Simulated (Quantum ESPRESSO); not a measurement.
## In: phonons at points of the zone under several settings

```
In
1.0
    -1.88253    1.88253    1.88253
     1.88253   -1.88253    1.88253
     1.88253    1.88253   -1.88253
In
1
Direct
  0.00000 0.00000 0.00000
```

This isn't the form of In at room conditions, which is tetragonal.

All runs used Quantum ESPRESSO 7.5; potentials PseudoDojo 0.4.1 SR LDA standard; k mesh 10 × 10 × 10; given cell, atoms relaxed; no spin polarisation; cutoff 952 eV; occupations cold, width 0.2 eV.

```csv
level,point,frequencies (cm⁻¹)
LDA,"H (0.500, -0.500, 0.500)",86 86 86
LDA,"N (0.000, 0.000, 0.500)",13i 49 104
LDA,"P (0.250, 0.250, 0.250)",?
```

Task: What stands in the row left open?

Result: Frequencies 67 67 67 cm⁻¹.

Values marked i are imaginary: the cell is unstable against those modes at that level, or the meshes are too thin.

Caveats: some modes are imaginary (some runs); the q point doesn't lie on the k mesh, which can shift a metal's frequencies strongly unless the mesh is converged (some runs).

For the row left open. Caveat: the q point doesn't lie on the k mesh, which can shift a metal's frequencies strongly unless the mesh is converged.
